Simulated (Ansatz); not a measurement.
## TiSi2 under changes of volume

One of the cells (14.148 Å³/atom); the others are scaled copies at fixed shape and fractional positions:

```
CELL_PARAMETERS angstrom
4.37464 0.00000 0.00000
-2.18732 3.78855 0.00000
0.00000 0.00000 2.56101
ATOMIC_POSITIONS crystal
Ti 0.00000 0.00000 0.00000
Si 0.33333 0.66667 0.50000
Si 0.66667 0.33333 0.50000
```

The cell was built by a generator and needn't be a form met in nature.

| Item | Value |
| --- | --- |
| Program | Ansatz 0.2.0 |
| Functional | PBE |
| Potentials or basis | Ansatz NC |
| Cutoff | 1155 eV (not typed: the program's choice for these potentials) |
| k mesh | 7 × 7 × 10 |
| Occupations | fermi-dirac, width 0.05 eV |
| Spin | no spin polarisation |

| volume (Å³/atom) | energy over the lowest point (meV/atom) | pressure (GPa) |
| --- | --- | --- |
| 13.299 | ? | ? |
| 13.582 | 9.23 | 5.8 |
| 13.865 | 1.93 | 2.6 |
| 14.148 | 0.00 | -0.2 |
| 14.431 | 2.85 | -2.7 |
| 14.714 | 9.88 | -4.9 |
| 14.997 | 20.54 | -6.8 |

Q: What does the run at 13.299 Å³/atom give?

A: Energy over the lowest point 22.45 meV/atom; pressure 9.3 GPa.

Worked out: A Birch-Murnaghan fit of order 3 (a polynomial in V^(-2/3)) to the other rows has its minimum at 14.11 Å³/atom with B0 = V·E''(V) = 136 GPa and B' = 5.5 at fixed shape and positions, which overstates the stiffness. It gives 22.71 meV/atom at 13.299 Å³/atom, against the run's 22.45, and -dE/dV = 9.5 GPa, against 9.3.

Energies are extrapolated to zero smearing.
